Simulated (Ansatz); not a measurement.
## From three elastic constants to directional properties of CuCl

Method: DFT r2SCAN+D3(BJ), scalar-relativistic, plane waves, PAW in Ansatz. Plane waves to 500 eV; Γ-centred k mesh 10×10×10; fixed occupations. No spin polarisation.

The cell is fixed (symmetry leaves no force on the atoms) and stands under 0.2 GPa:
Space group F-43m (No. 216). a = 5.314 Å, b = 5.314 Å, c = 5.314 Å, α = 90.00°, β = 90.00°, γ = 90.00°
| atom | site | symmetry | x | y | z |
| --- | --- | --- | --- | --- | --- |
| Cu | 4a | -43m | 0.0000 | 0.0000 | 0.0000 |
| Cl | 4d | -43m | 0.2500 | 0.2500 | 0.7500 |

The cell is the ideal cubic zincblende prototype.

With ions relaxed, on the cubic axes: C11 = 67.9, C12 = 58.6, C44 = 11.6 GPa. The density is 4.381 g/cm³.

Q: Is the crystal stable against strain, and how anisotropic is it?

A: Born's conditions hold: C11 + 2C12 = 185.2, C11 − C12 = 9.3 and C44 = 11.6 GPa are all positive. B = (C11 + 2C12)/3 = 61.7 GPa. The two shear moduli are C44 and C′ = (C11 − C12)/2 = 4.7 GPa, so Zener's ratio is A = C44/C′ = 2.49: the tetragonal shear C′ is the soft one, as in many fcc and bcc metals and zincblende crystals. The Cauchy pressure C12 − C44 is 47.0 GPa; it would vanish for pair forces between atoms on inversion centres at zero pressure, and a positive value is usual with metallic or many-body binding, and where atoms off inversion centres relax under shear, which lowers C44.

Q: Give the sound speeds along the three symmetry directions.

A: The Christoffel equation gives ρv² for each branch:
| direction | branch | ρv² | GPa | v (m/s) |
| --- | --- | --- | --- | --- |
| [100] | L | C11 | 67.9 | 3938 |
| [100] | T (×2) | C44 | 11.6 | 1629 |
| [110] | L | (C11 + C12 + 2C44)/2 | 74.9 | 4135 |
| [110] | T, u ∥ [001] | C44 | 11.6 | 1629 |
| [110] | T, u ∥ [1-10] | (C11 − C12)/2 | 4.7 | 1032 |
| [111] | L | (C11 + 2C12 + 4C44)/3 | 77.2 | 4199 |
| [111] | T (×2) | (C11 − C12 + C44)/3 | 7.0 | 1263 |

In a piezoelectric crystal some branches stiffen further, which is left out.

Q: How does Young's modulus depend on direction?

A: Inverting gives S11 = 73.254, S12 = -33.927, S44 = 85.985 TPa⁻¹. Along a unit vector (l, m, n), 1/E = S11 − 2(S11 − S12 − S44/2)(l²m² + m²n² + n²l²), where the last bracket is 0, 1/4 and 1/3 for [100], [110] and [111]: E = 14, 24 and 33 GPa. With A > 1 the body diagonal is stiffest. For a film on (001), the biaxial modulus is C11 + C12 − 2C12²/C11 = 25 GPa and the normal strain is −2C12/C11 = -1.73 times the in-plane one.

Cost: 2 runs of about 17 core-minutes in all, on Arm Neoverse N1 (shared hosts).